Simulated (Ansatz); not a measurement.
System: LiF (rock salt type, first atom moved by 0.06 Å along [111]), 2 atoms in the cell.

```
Li F
1.0
     0.00000    2.03500    2.03500
     2.03500    0.00000    2.03500
     2.03500    2.03500    0.00000
Li F
1 1
Direct
  0.00851 0.00851 0.00851
  0.50000 0.50000 0.50000
```

Code and potentials: Ansatz PAW hard set, 700 eV. Settings: k-mesh 4×4×4 Γ-centred; Fermi–Dirac smearing of 0.05 eV; no spin polarisation. For HSE06: exchange singularity: Wigner-Seitz.

Plain PBE gives:

```
Pressure        : -0.01 GPa
Gap on the mesh : 8.79 eV
```

| atom | Fx (eV/Å) | Fy (eV/Å) | Fz (eV/Å) |
| --- | --- | --- | --- |
| Li1 | -0.046 | -0.046 | -0.046 |
| F2 | 0.046 | 0.046 | 0.046 |

(1) What changes under HSE06?

## Answers

(1) The pressure decreases by 2.86 GPa to -2.87 GPa; the gap rises by 2.29 eV to 11.08 eV; the forces move by 10 meV/Å (rms):

| atom | Fx (eV/Å) | Fy (eV/Å) | Fz (eV/Å) |
| --- | --- | --- | --- |
| Li1 | -0.040 | -0.040 | -0.040 |
| F2 | 0.040 | 0.040 | 0.040 |

The stress includes the program's correction for the finite plane-wave basis.

The k-mesh is modest, so these values aren't fully converged in k. Potentials made with PBE were used with another functional (at least in: Ansatz PAW hard set, 700 eV (HSE06)). Semilocal functionals give gaps that mostly lie well below measured ones.
